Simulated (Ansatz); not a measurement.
PbSe:

```xyz
2
Lattice="3.7843 0.0000 0.0000 0.0000 3.7843 0.0000 0.0000 0.0000 3.7843" Properties=species:S:1:pos:R:3 pbc="T T T"
Pb    0.0000    0.0000    0.0000
Se    1.8922    1.8922    1.8922
```

Measurements of this composition are mostly on another form, of space group No. 225.

```yaml
Program: Ansatz 0.2.0
Task: relaxation of cell and atoms
Functional: revPBE
Potentials_or_basis: Ansatz PAW
Cutoff: "420 eV (not typed: the program's choice for these potentials)"
k_mesh: 7 × 7 × 7
Occupations: fermi-dirac, width 0.05 eV
Spin: no spin polarisation
```

At the start: volume 27.10 Å³/atom.

Where does the relaxation end?

It ends after 4 steps and the volume is 27.81 Å³/atom (+2.6 %); space group Pm-3m (No. 221, to 0.05 Å).

Step by step:
```csv
step,energy change (eV),largest force (eV/Å),volume (Å³)
1,0.0000,0.0000,54.20
2,-0.0049,0.0000,55.70
3,-0.0049,0.0000,55.62
4,-0.0051,0.0000,55.62
```

Final structure:
```
Pb Se
1.0
     3.81715    0.00000    0.00000
     0.00000    3.81715    0.00000
     0.00000    0.00000    3.81715
Pb Se
1 1
Direct
  0.00000 0.00000 0.00000
  0.50000 0.50000 0.50000
```

Caveat: the plane-wave basis is chosen anew once the cell has moved, so the energies of steps on either side of that aren't comparable; the PAW data sets come from PBE, with cores solved anew for the run's functional, which leaves a small shift of forces and pressure.
